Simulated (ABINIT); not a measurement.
# CdSe (F-43m) in ABINIT: a series of runs

Aim: see how the results for CdSe move with the level of theory and the settings. Levels: PBEsol, r2SCAN, LDA, TB-mBJ. Tasks: equation of state, band structure.

Program: ABINIT 10.8.3 (patched build). These are calculated values, not measurements. Logs are shortened: lines on timing, memory, paths and dates and some standing lists are left out, and cuts for length are marked. The log counts tension as positive stress, the text compression.

**1. The structure**

Symmetry: F-43m, No. 216, cubic system. Conventional cell: a = 6.141 Å, b = 6.141 Å, c = 6.141 Å, α = 90.00°, β = 90.00°, γ = 90.00°. Cd (site symmetry -43m) is surrounded by 4 Se at 2.66 Å. Se (site symmetry -43m) is surrounded by 4 Cd at 2.66 Å.

Measurements of this composition are mostly on another form, of space group No. 186.

**2. Equation of state, PBEsol**

Contents of run.abi:

```
# Datasets: one volume each
ndtset 7
getwfk -1
scalecart1 3*0.9795861087
scalecart2 3*0.9864848297
scalecart3 3*0.9932883884
scalecart4 3*1.0000000000
scalecart5 3*1.0066227096
scalecart6 3*1.0131594038
scalecart7 3*1.0196128224

# Pseudopotentials
pp_dirpath "./"
pseudos "Cd.GGA_PBE-JTH.xml, Se.GGA_PBE-JTH.xml"

# Structure
acell 3*1.0 Angstrom
rprim
     0.0000000000     3.0702711986     3.0702711986
     3.0702711986     0.0000000000     3.0702711986
     3.0702711986     3.0702711986     0.0000000000
ntypat 2
znucl 48 34
natom 2
typat 1 2
xred
     0.0000000000     0.0000000000     0.0000000000
     0.2500000000     0.2500000000     0.2500000000

# Plane-wave basis
ecut 22.0
pawecutdg 44.0
pawxcdev 0

# k points
kptopt 1
ngkpt 8 8 8
nshiftk 1
shiftk 0.0 0.0 0.0

# Exchange and correlation
ixc -116133

# Bands and occupations
nband 13
occopt 3
tsmear 0.00183747

# SCF cycle
nstep 100
tolvrs 1.0e-9

# Output
iomode 3
prtwf 1
prtden 0
prteig 0
prtebands 0
enunit 2
```

Potentials or basis: JTH PAW PBE v2.0.

Run with:

```
$ abinit run.abi > log 2>&1
```

run.abo:

```text
.Version 10.8.3 of ABINIT
 DATASET    1 : space group F-4 3 m (#216); Bravais cF (face-center cubic)
================================================================================
 Values of the parameters that define the memory need for DATASET  1.
     intxc =       0    ionmov =       0      iscf =      17    lmnmax =      18
     lnmax =       6     mgfft =      36  mpssoang =       3    mqgrid =    3001
     natom =       2  nloc_mem =       2    nspden =       1   nspinor =       1
    nsppol =       1      nsym =      24    n1xccc =       1    ntypat =       2
    occopt =       3   xclevel =       2
       mpw =        1832          nfft =       46656          nkpt =          29
 PAW method is used; the additional fine FFT grid is defined by:
   mgfftf=        50    nfftf =    125000
================================================================================
================================================================================
[... 71 lines left out ...]
 DATASET    7 : space group F-4 3 m (#216); Bravais cF (face-center cubic)
================================================================================
 Values of the parameters that define the memory need for DATASET  7.
     intxc =       0    ionmov =       0      iscf =      17    lmnmax =      18
     lnmax =       6     mgfft =      36  mpssoang =       3    mqgrid =    3001
     natom =       2  nloc_mem =       2    nspden =       1   nspinor =       1
    nsppol =       1      nsym =      24    n1xccc =       1    ntypat =       2
    occopt =       3   xclevel =       2
       mpw =        2051          nfft =       46656          nkpt =          29
 PAW method is used; the additional fine FFT grid is defined by:
   mgfftf=        50    nfftf =    125000
================================================================================
================================================================================

--------------------------------------------------------------------------------
------------- Echo of variables that govern the present computation ------------
--------------------------------------------------------------------------------
 -outvars: echo values of preprocessed input variables --------
            acell      1.8897261259E+00  1.8897261259E+00  1.8897261259E+00 Bohr
              amu      1.12411000E+02  7.89600000E+01
             ecut      2.20000000E+01 Hartree
           enunit           2
           getwfk          -1
              ixc     -116133
           jdtset        1    2    3    4    5    6    7
         kptrlatt        8    0    0      0    8    0      0    0    8
          kptrlen1     6.43018116E+01
          kptrlen2     6.47546562E+01
          kptrlen3     6.52012541E+01
          kptrlen4     6.56418165E+01
          kptrlen5     6.60765432E+01
          kptrlen6     6.65056237E+01
          kptrlen7     6.69292378E+01
            natom           2
            nband          13
           ndtset           7
            ngfft          36      36      36
          ngfftdg          50      50      50
             nkpt          29
            nstep         100
             nsym          24
           ntypat           2
           occopt           3
        pawecutdg      4.40000000E+01 Hartree
         pawxcdev           0
           prtden           0
        prtebands           0
           prteig           0
            rprim1     0.0000000000E+00  3.0075950161E+00  3.0075950161E+00
                       3.0075950161E+00  0.0000000000E+00  3.0075950161E+00
                       3.0075950161E+00  3.0075950161E+00  0.0000000000E+00
            rprim2     0.0000000000E+00  3.0287759605E+00  3.0287759605E+00
                       3.0287759605E+00  0.0000000000E+00  3.0287759605E+00
                       3.0287759605E+00  3.0287759605E+00  0.0000000000E+00
            rprim3     0.0000000000E+00  3.0496647308E+00  3.0496647308E+00
                       3.0496647308E+00  0.0000000000E+00  3.0496647308E+00
                       3.0496647308E+00  3.0496647308E+00  0.0000000000E+00
            rprim4     0.0000000000E+00  3.0702711986E+00  3.0702711986E+00
                       3.0702711986E+00  0.0000000000E+00  3.0702711986E+00
                       3.0702711986E+00  3.0702711986E+00  0.0000000000E+00
            rprim5     0.0000000000E+00  3.0906047131E+00  3.0906047131E+00
                       3.0906047131E+00  0.0000000000E+00  3.0906047131E+00
                       3.0906047131E+00  3.0906047131E+00  0.0000000000E+00
            rprim6     0.0000000000E+00  3.1106741371E+00  3.1106741371E+00
                       3.1106741371E+00  0.0000000000E+00  3.1106741371E+00
                       3.1106741371E+00  3.1106741371E+00  0.0000000000E+00
            rprim7     0.0000000000E+00  3.1304878823E+00  3.1304878823E+00
                       3.1304878823E+00  0.0000000000E+00  3.1304878823E+00
                       3.1304878823E+00  3.1304878823E+00  0.0000000000E+00
          spgroup         216
           tolvrs      1.00000000E-09
           tsmear      1.83747000E-03 Hartree
            typat      1  2
           useylm           1
           xangst1     0.0000000000E+00  0.0000000000E+00  0.0000000000E+00
                       1.5037975080E+00  1.5037975080E+00  1.5037975080E+00
           xangst2     0.0000000000E+00  0.0000000000E+00  0.0000000000E+00
                       1.5143879802E+00  1.5143879802E+00  1.5143879802E+00
           xangst3     0.0000000000E+00  0.0000000000E+00  0.0000000000E+00
                       1.5248323654E+00  1.5248323654E+00  1.5248323654E+00
           xangst4     0.0000000000E+00  0.0000000000E+00  0.0000000000E+00
                       1.5351355993E+00  1.5351355993E+00  1.5351355993E+00
           xangst5     0.0000000000E+00  0.0000000000E+00  0.0000000000E+00
                       1.5453023566E+00  1.5453023566E+00  1.5453023566E+00
           xangst6     0.0000000000E+00  0.0000000000E+00  0.0000000000E+00
                       1.5553370685E+00  1.5553370685E+00  1.5553370685E+00
           xangst7     0.0000000000E+00  0.0000000000E+00  0.0000000000E+00
                       1.5652439412E+00  1.5652439412E+00  1.5652439412E+00
            xcart1     0.0000000000E+00  0.0000000000E+00  0.0000000000E+00
                       2.8417654390E+00  2.8417654390E+00  2.8417654390E+00
            xcart2     0.0000000000E+00  0.0000000000E+00  0.0000000000E+00
                       2.8617785310E+00  2.8617785310E+00  2.8617785310E+00
            xcart3     0.0000000000E+00  0.0000000000E+00  0.0000000000E+00
                       2.8815155585E+00  2.8815155585E+00  2.8815155585E+00
            xcart4     0.0000000000E+00  0.0000000000E+00  0.0000000000E+00
                       2.9009858488E+00  2.9009858488E+00  2.9009858488E+00
            xcart5     0.0000000000E+00  0.0000000000E+00  0.0000000000E+00
                       2.9201982356E+00  2.9201982356E+00  2.9201982356E+00
            xcart6     0.0000000000E+00  0.0000000000E+00  0.0000000000E+00
                       2.9391610930E+00  2.9391610930E+00  2.9391610930E+00
            xcart7     0.0000000000E+00  0.0000000000E+00  0.0000000000E+00
                       2.9578823690E+00  2.9578823690E+00  2.9578823690E+00
             xred      0.0000000000E+00  0.0000000000E+00  0.0000000000E+00
                       2.5000000000E-01  2.5000000000E-01  2.5000000000E-01
            znucl       48.00000   34.00000

================================================================================

 chkinp: Checking input parameters for consistency, jdtset=   1.

 chkinp: Checking input parameters for consistency, jdtset=   2.
[... 36 lines left out ...]
 getcut: wavevector=  0.0000  0.0000  0.0000  ngfft=  50  50  50
         ecut(hartree)=     44.000   => boxcut(ratio)=   2.08410

--- Pseudopotential description ------------------------------------------------
- pspini: atom type   1  psp file is ./Cd.GGA_PBE-JTH.xml
 Pseudopotential format is: paw10
 basis_size (lnmax)=  6 (lmn_size= 18), orbitals=   0   0   1   1   2   2
 Spheres core radius: rc_sph= 2.50233826
 Shapefunction is BESSEL type: shapef(r,l)=aa(1,l)*jl(q(1,l)*r)+aa(2,l)*jl(q(2,l)*r)
 Radius for shape functions =  2.31074885
 Compensation charge density is not taken into account in XC energy/potential

- pspini: atom type   2  psp file is ./Se.GGA_PBE-JTH.xml
 Pseudopotential format is: paw10
 basis_size (lnmax)=  4 (lmn_size=  8), orbitals=   0   0   1   1
 Spheres core radius: rc_sph= 2.21132333
 Shapefunction is BESSEL type: shapef(r,l)=aa(1,l)*jl(q(1,l)*r)+aa(2,l)*jl(q(2,l)*r)
 Radius for shape functions =  2.00656599
 Compensation charge density is not taken into account in XC energy/potential

   1.02651429E+03                                ecore*ucvol(ha*bohr**3)
--------------------------------------------------------------------------------

================================================================================

--- !BeginCycle
iteration_state: {dtset: 1, }
solver: {iscf: 17, nstep: 100, nline: 4, wfoptalg: 10, }
tolerances: {tolvrs: 1.00E-09, }
...
[... 1350 lines left out ...]
-Cartesian components of stress tensor (GPa)         [Pressure= -3.6622E+00 GPa]
- sigma(1 1)=  3.66220565E+00  sigma(3 2)=  0.00000000E+00
- sigma(2 2)=  3.66220565E+00  sigma(3 1)=  0.00000000E+00
- sigma(3 3)=  3.66220565E+00  sigma(2 1)=  0.00000000E+00

== END DATASET(S) ==============================================================
================================================================================

 -outvars: echo values of variables after computation  --------
            acell      1.8897261259E+00  1.8897261259E+00  1.8897261259E+00 Bohr
           etotal1    -5.7180809901E+01
           etotal2    -5.7181166034E+01
           etotal3    -5.7181214973E+01
           etotal4    -5.7180988858E+01
           etotal5    -5.7180519030E+01
           etotal6    -5.7179831531E+01
           etotal7    -5.7178952010E+01
            fcart1     1.3836054175E-46  1.1844068770E-29 -1.3836054175E-46
                      -1.3836054175E-46 -1.1844068770E-29  1.3836054175E-46
            fcart2     1.0291085354E-29  5.1455426772E-30 -2.0582170709E-29
                      -1.0291085354E-29 -5.1455426772E-30  2.0582170709E-29
            fcart3     1.0950638845E-30  7.3004258969E-30 -4.0152342433E-30
                      -1.0950638845E-30 -7.3004258969E-30  4.0152342433E-30
            fcart4    -0.0000000000E+00 -0.0000000000E+00 -0.0000000000E+00
                      -0.0000000000E+00 -0.0000000000E+00 -0.0000000000E+00
            fcart5    -0.0000000000E+00 -0.0000000000E+00 -0.0000000000E+00
                      -0.0000000000E+00 -0.0000000000E+00 -0.0000000000E+00
[... 38 lines left out ...]
                       0.0000000000E+00  0.0000000000E+00  0.0000000000E+00
           xangst1     0.0000000000E+00  0.0000000000E+00  0.0000000000E+00
                       1.5037975080E+00  1.5037975080E+00  1.5037975080E+00
           xangst2     0.0000000000E+00  0.0000000000E+00  0.0000000000E+00
                       1.5143879802E+00  1.5143879802E+00  1.5143879802E+00
           xangst3     0.0000000000E+00  0.0000000000E+00  0.0000000000E+00
                       1.5248323654E+00  1.5248323654E+00  1.5248323654E+00
           xangst4     0.0000000000E+00  0.0000000000E+00  0.0000000000E+00
                       1.5351355993E+00  1.5351355993E+00  1.5351355993E+00
           xangst5     0.0000000000E+00  0.0000000000E+00  0.0000000000E+00
                       1.5453023566E+00  1.5453023566E+00  1.5453023566E+00
           xangst6     0.0000000000E+00  0.0000000000E+00  0.0000000000E+00
                       1.5553370685E+00  1.5553370685E+00  1.5553370685E+00
           xangst7     0.0000000000E+00  0.0000000000E+00  0.0000000000E+00
                       1.5652439412E+00  1.5652439412E+00  1.5652439412E+00
             xred      0.0000000000E+00  0.0000000000E+00  0.0000000000E+00
                       2.5000000000E-01  2.5000000000E-01  2.5000000000E-01
 Calculation completed.
```

It took 10 min on 1 thread of Arm Neoverse N1, shared host; peak memory 0.17 GiB.

Results:

```
Equilibrium volume                      : 28.17 Å³/atom
Bulk modulus                            : 52 GPa
Pressure derivative of the bulk modulus : 4.7
```

Energy against volume, from the lowest point:
| volume (Å³/atom) | energy (meV/atom) |
| --- | --- |
| 27.206 | 5.51 |
| 27.784 | 0.67 |
| 28.363 | 0.00 |
| 28.942 | 3.08 |
| 29.521 | 9.47 |
| 30.100 | 18.82 |
| 30.679 | 30.79 |

Caveat: pressures at fixed basis lie under the slope of the energies; the PAW data sets were made with another functional, which shifts forces and pressure a little.

**3. Equation of state, r2SCAN**

Contents of run.abi:

```
# Datasets: one volume each
ndtset 7
getwfk -1
scalecart1 3*0.9795861087
scalecart2 3*0.9864848297
scalecart3 3*0.9932883884
scalecart4 3*1.0000000000
scalecart5 3*1.0066227096
scalecart6 3*1.0131594038
scalecart7 3*1.0196128224

# Pseudopotentials
pp_dirpath "./"
pseudos "Cd.GGA_PBE-JTH.xml, Se.GGA_PBE-JTH.xml"

# Structure
acell 4.3420191692 4.3420191692 4.3420191692 Angstrom
rprim
     0.0000000000     0.7071067812     0.7071067812
     0.7071067812     0.0000000000     0.7071067812
     0.7071067812     0.7071067812     0.0000000000
ntypat 2
znucl 48 34
natom 2
typat 1 2
xred
     0.0000000000     0.0000000000     0.0000000000
     0.2500000000     0.2500000000     0.2500000000

# Plane-wave basis
ecut 707.496042 eV
pawecutdg 48.0

# k points
kptopt 1
ngkpt 8 8 8
nshiftk 1
shiftk 0.0 0.0 0.0

# Exchange and correlation
ixc -497498
usekden 1
pawxcdev 0

# Bands and occupations
nband 13
occopt 3
tsmear 0.05 eV

# SCF cycle
nstep 100
tolvrs 1.0e-7

# Output
iomode 3
prtwf 1
prtden 0
prteig 0
prtebands 0
enunit 1
```

Potentials or basis: JTH PAW PBE v2.0.

Run with:

```
$ abinit run.abi > log 2>&1
```

Wall time 26 min (1 thread of Intel Xeon Platinum 8259CL at 2.50GHz (Skylake/Cascade Lake), shared host); peak memory 0.23 GiB.

Results (log left out):

| Item | Value |
| --- | --- |
| Equilibrium volume | 28.87 Å³/atom |
| Bulk modulus | 52 GPa |
| Pressure derivative of the bulk modulus | 4.6 (rough: it moves with the points fitted) |

Energy against volume, from the lowest point:
| volume (Å³/atom) | energy (meV/atom) |
| --- | --- |
| 27.206 | 17.31 |
| 27.784 | 7.15 |
| 28.363 | 1.55 |
| 28.942 | 0.00 |
| 29.521 | 2.32 |
| 30.100 | 7.88 |
| 30.679 | 16.31 |

Caveat: pressures at fixed basis lie under the slope of the energies; the PAW data sets were made with another functional, which shifts forces and pressure a little.

**4. Equation of state, LDA**

Edit run.abi of step 3 so:

```diff
@@ -13,3 +13,3 @@
 pp_dirpath "./"
-pseudos "Cd.GGA_PBE-JTH.xml, Se.GGA_PBE-JTH.xml"
+pseudos "Cd.LDA_PW-JTH.xml, Se.LDA_PW-JTH.xml"
 
@@ -30,4 +30,4 @@
 # Plane-wave basis
-ecut 707.496042 eV
-pawecutdg 48.0
+ecut 598.650497 eV
+pawecutdg 44.0
 
@@ -40,5 +40,3 @@
 # Exchange and correlation
-ixc -497498
-usekden 1
-pawxcdev 0
+ixc 7
 
@@ -51,3 +49,3 @@
 nstep 100
-tolvrs 1.0e-7
+tolvrs 1.0e-9
```

Potentials or basis: JTH PAW LDA v2.0.

Run with:

```
$ abinit run.abi > log 2>&1
```

Run time: 2.9 min. Hardware: 1 thread of Arm Neoverse V1, shared host; peak memory 0.16 GiB.

The run converged. Its results:

| Quantity | Value |
| --- | --- |
| Equilibrium volume | 27.14 Å³/atom (rough: see the caveat) |
| Bulk modulus | 58 GPa (rough) |

Energy against volume, from the lowest point:
```
volume (Å³/atom)  energy (meV/atom)
          27.206               0.00
          27.784               2.66
          28.363               9.23
          28.942              19.26
          29.521              32.35
          30.100              48.14
          30.679              66.31
```

Caveat: pressures at fixed basis lie under the slope of the energies; the minimum lies outside the volumes run.

**5. Band structure, TB-mBJ**

Contents of run.abi:

```
# Datasets: ground state, then fixed potential
ndtset 2

# Pseudopotentials
pp_dirpath "./"
pseudos "Cd.hgh, Se.hgh"

# Structure
acell 4.3420191692 4.3420191692 4.3420191692 Angstrom
rprim
     0.0000000000     0.7071067812     0.7071067812
     0.7071067812     0.0000000000     0.7071067812
     0.7071067812     0.7071067812     0.0000000000
ntypat 2
znucl 48 34
natom 2
typat 1 2
xcart
     0.0000000000     0.0000000000     0.0000000000
     1.5351355993     1.5351355993     1.5351355993 Angstrom

# Plane-wave basis
ecut 870.764360 eV

# Exchange and correlation
ixc -208012
usekden 1

# Bands and occupations
occopt 3
tsmear 0.05 eV

# SCF cycle
nstep 100
diemix 0.3
optforces 0
optstress 0

# Output
iomode 3
prtwf 0
prteig 0
prtebands 0
enunit 1
prtden1 1
prtkden1 1

# Dataset 1
kptopt1 1
ngkpt1 8 8 8
nshiftk1 1
shiftk1 0.0 0.0 0.0
nband1 8
tolvrs1 1.0e-9

# Dataset 2: bands along G-X-W-K-G-L-U-W-L-K
iscf2 -2
getden2 1
getkden2 1
nband2 14
nbdbuf2 4
tolwfr2 1.0e-11
kptopt2 -9
ndivsm2 5
prteig2 1
kptbounds2
     0.0000000000     0.0000000000     0.0000000000
     0.5000000000     0.0000000000     0.5000000000
     0.5000000000     0.2500000000     0.7500000000
     0.3750000000     0.3750000000     0.7500000000
     0.0000000000     0.0000000000     0.0000000000
     0.5000000000     0.5000000000     0.5000000000
     0.6250000000     0.2500000000     0.6250000000
     0.5000000000     0.2500000000     0.7500000000
     0.5000000000     0.5000000000     0.5000000000
     0.3750000000     0.3750000000     0.7500000000
```

Potentials or basis: HGH LDA.

Run with:

```
$ abinit run.abi > log 2>&1
```

Run time: 6.1 min. Hardware: 1 thread of Arm Neoverse V1, shared host; peak memory 0.15 GiB.

Results (log left out):

* Band gap on the k mesh: 2.30 eV, direct
* Band gap along the path: 2.31 eV, direct
* Valence electrons inside the program's atomic spheres: Cd 0.29; Se 3.28

Levels at the corners of the path, in eV from the valence-band top:
```tsv
point	band 2	band 3	band 4	band 5	band 6	band 7
Γ	0.00	0.00	0.00	2.31	7.07	7.07
X	-3.34	-1.40	-1.40	4.51	5.00	10.53
W	-3.14	-1.82	-1.63	6.29	6.37	7.84
K	-3.19	-1.97	-1.15	5.03	6.41	9.36
Γ	0.00	0.00	0.00	2.31	7.07	7.07
L	-3.50	-0.56	-0.56	3.88	7.53	7.53
U	-3.19	-1.97	-1.15	5.03	6.41	9.36
W	-3.14	-1.82	-1.63	6.29	6.37	7.84
L	-3.50	-0.56	-0.56	3.88	7.53	7.53
K	-3.19	-1.97	-1.15	5.03	6.41	9.36
```

Caveat: the constant c of TB-mBJ comes from the pseudo density here, which moves gaps by up to 0.3 eV between sets of potentials; the potentials were made for another functional, which shifts forces and pressure; HGH potentials are hard and often keep d shells in the core, so these values are rough.

**6. Summary**

```tsv
level	potentials or basis	cutoff (eV)	fine-grid cutoff	V0 of scaled cells (Å³/atom)	B0 (GPa)
PBEsol	JTH PAW PBE v2.0	599	1197.3 eV	28.17	52
r2SCAN	JTH PAW PBE v2.0	707	1306.15 eV	28.87	52
LDA	JTH PAW LDA v2.0	599	1197.3 eV	-	-
```

Alike in all rows: task equation of state; no spin polarisation; cell as given; k mesh 8 × 8 × 8; smearing fermi-dirac 0.05 eV.

Caveats: pressures at fixed basis lie under the slope of the energies; the PAW data sets were made with another functional, which shifts forces and pressure a little (some runs); the minimum lies outside the volumes run (some runs).

Absolute energies hang on the potentials; compare differences alone.
